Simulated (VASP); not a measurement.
# NbAs: kinetic-energy density

NbAs, I4_1md (no. 109), 4 atoms in the cell. PBE; PAW potentials Nb_sv, As (PBE set).

## Input

INCAR:
```
SYSTEM = NbAs
ALGO = Normal
EDIFF = 1E-7
ENCUT = 520
ISIF = 2
ISMEAR = 0
LASPH = .True.
LCHARG = .True.
LREAL = .False.
LTAU = .True.
LWAVE = .False.
NELM = 100
PREC = Accurate
SIGMA = 0.02
```

KPOINTS:
```
k-points
0
Gamma
  9 9 9
```

POSCAR:
```
NbAs
1.0
   -1.7258500000      1.7258500000      5.8400000000
    1.7258500000     -1.7258500000      5.8400000000
    1.7258500000      1.7258500000     -5.8400000000
Nb As
2 2
Direct
    0.5000000000      0.0000000000      0.5000000000
    0.7500000000      0.7500000000      0.0000000000
    0.9160000000      0.4160000000      0.5000000000
    0.1660000000      0.1660000000      0.0000000000
```

Commands:
```
cat potpaw_PBE.64/Nb_sv/POTCAR potpaw_PBE.64/As/POTCAR > POTCAR
mpirun -np 1 vasp_std > vasp.out
```

## Result

- Kinetic energy of the pseudo orbitals (eV): 882.31

VASP 6.6.1 took 198 s on 1 core (Intel Xeon Platinum 8124M @ 3.00GHz (Skylake/Cascade Lake)), a shared host.
